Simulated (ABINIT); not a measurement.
Crystal: Ba.

```
Ba
1.0
    -2.50650    2.50650    2.50650
     2.50650   -2.50650    2.50650
     2.50650    2.50650   -2.50650
Ba
1
Cartesian
  0.0000 0.0000 0.0000
```

```yaml
Program: ABINIT 10.8.3 (patched build)
Task: relaxation of cell and atoms
Functional: PBEsol
Potentials_or_basis: PseudoDojo NC SR PBEsol v0.4.1 standard
Cutoff: 599 eV
k_mesh: 6 × 6 × 6
Occupations: fermi-dirac, width 0.05 eV
Spin: no spin polarisation
```

At the start: pressure -0.5 GPa; volume 62.99 Å³/atom.

Q: Where does the relaxation end?

A: Over 4 steps the energy falls by 6.6 meV/atom and the volume is 59.13 Å³/atom (-6.1 %); space group Im-3m (No. 229, to 0.05 Å).

Step by step:
| step | energy change (eV) | largest force (eV/Å) | pressure (GPa) | volume (Å³) |
| --- | --- | --- | --- | --- |
| 1 | 0.0000 | 0.0000 | -0.53 | 62.99 |
| 2 | -0.0003 | 0.0000 | -0.52 | 62.89 |
| 3 | -0.0066 | 0.0000 | 0.01 | 59.04 |
| 4 | -0.0066 | 0.0000 | 0.00 | 59.13 |

Final structure:
```cif
data_structure
_symmetry_space_group_name_H-M 'P 1'
_symmetry_Int_Tables_number 1
_cell_length_a 4.2509
_cell_length_b 4.2509
_cell_length_c 4.2509
_cell_angle_alpha 109.471
_cell_angle_beta 109.471
_cell_angle_gamma 109.471
_cell_volume 59.13
loop_
_atom_site_label
_atom_site_type_symbol
_atom_site_fract_x
_atom_site_fract_y
_atom_site_fract_z
_atom_site_occupancy
Ba1 Ba 0.00000 0.00000 0.00000 1
```

Caveat: this set's barium file shifts pressures by 1 GPa against other sets; this release of the barium file is off.
